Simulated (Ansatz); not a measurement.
Take a crystal in which Zn has been replaced by Mn on all its sites, with the cell rescaled by a rough guess (in some cases also distorted within its space group) and nothing relaxed:

```
Mn
1.0
     3.02282    0.00000    0.00000
    -1.51141    2.61784    0.00000
     0.00000    0.00000    5.61130
Mn
2
Direct
  0.33333 0.66667 0.25000
  0.66667 0.33333 0.75000
```

Computed with Ansatz 0.2.0, DFT PBE, scalar-relativistic, plane waves, PAW.

Plane waves to 420 eV, a k mesh through Γ of 18×18×8 on the computed 2-atom cell and Gaussian smearing (0.10 eV); collinear spin from starting moments 4.48 4.48 μB.

**Question.** What pressure does the cell carry?

**Answer.** The pressure is -13.9 GPa (positive in compression), so the cell would contract.

**Question.** Is it a metal on this mesh?

**Answer.** Yes, a band crosses the Fermi level.

**Question.** What moments result?

**Answer.** Mn1 4.06, Mn2 4.06 μB.

This form isn't the element's structure at ambient conditions.